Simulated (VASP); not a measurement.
Here is a VASP 6.6.1 calculation.

File INCAR:

```
SYSTEM = MgSe
  PREC = Accurate
  ENCUT = 600
  EDIFF = 1E-6
  ISMEAR = 0
  SIGMA = 0.02
  LREAL = .False.
  LASPH = .True.
  NELM = 100
  ALGO = Normal
  ISIF = 3
  LWAVE = .False.
  LCHARG = .False.
  GGA = PE
  IBRION = 2
  NSW = 100
  EDIFFG = -0.005
```

The input KPOINTS:

```
regular mesh
0
Gamma
  8 8 8
  0 0 0
```

The input POSCAR:

```
MgSe
1.0
    0.0000000000      2.7255000000      2.7255000000
    2.7255000000      0.0000000000      2.7255000000
    2.7255000000      2.7255000000      0.0000000000
Mg Se
1 1
Direct
    0.0000000000      0.0000000000      0.0000000000
    0.5000000000      0.5000000000      0.5000000000
```

Potentials or basis: VASP PAW PBE potentials, release 64 (Mg, Se).

Run with:

```sh
$ cat potpaw_PBE.64/Mg/POTCAR potpaw_PBE.64/Se/POTCAR > POTCAR
$ mpirun -np 1 vasp_std > vasp.out
```

Question: What does it give for the band gap on the k mesh?

Answer: 1.75 eV, indirect (least direct gap 2.41 eV).

Question: Predict the relaxed volume.

Answer: 20.84 Å³/atom.

Question: Predict the relaxed cell.

Answer: a = 3.892 Å, b = 3.892 Å, c = 3.892 Å, α = 60.00°, β = 60.00°, γ = 60.00°.

Question: Estimate the space group after relaxing (to 0.05 Å).

Answer: Fm-3m (No. 225).

Final structure:
```
Mg Se
1.0
     0.00000    2.75208    2.75208
     2.75208    0.00000    2.75208
     2.75208    2.75208    0.00000
Mg Se
1 1
Direct
  0.00000 0.00000 0.00000
  0.50000 0.50000 0.50000
```

A k mesh can miss the band edges. A hybrid or GW would open this gap; PBE tends to underestimate it.
